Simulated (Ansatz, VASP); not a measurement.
## Two plane-wave programs on NaF

```
Na F
1.0
     2.79349    0.00000    0.00000
     0.00000    2.79349    0.00000
     0.00000    0.00000    2.79349
Na F
1 1
Direct
  0.00000 0.00000 0.00000
  0.50000 0.50000 0.50000
```

Alike in both runs: task single point; functional PBE; k mesh 8 × 8 × 8; no spin polarisation.

|  | VASP | Ansatz |
| --- | --- | --- |
| version | VASP 6.6.1 | Ansatz 0.2.0 |
| potentials or method | VASP PAW PBE potentials, release 64 (Na_pv, F) | plane waves, PAW |
| plane-wave cutoff (eV) | 520 | 420 |
| occupations | gaussian, width 0.01 eV | fixed |
| valence electrons in the cell | 14 | 16 |

```tsv
	VASP	Ansatz	Ansatz less VASP
gap on the k mesh at the Fermi level (eV)	6.11	6.13	+0.017
```

The two sets of potentials don't hold the same shells in valence.

A k mesh can miss the band edges. As with any semilocal functional, this PBE gap is likely too small.
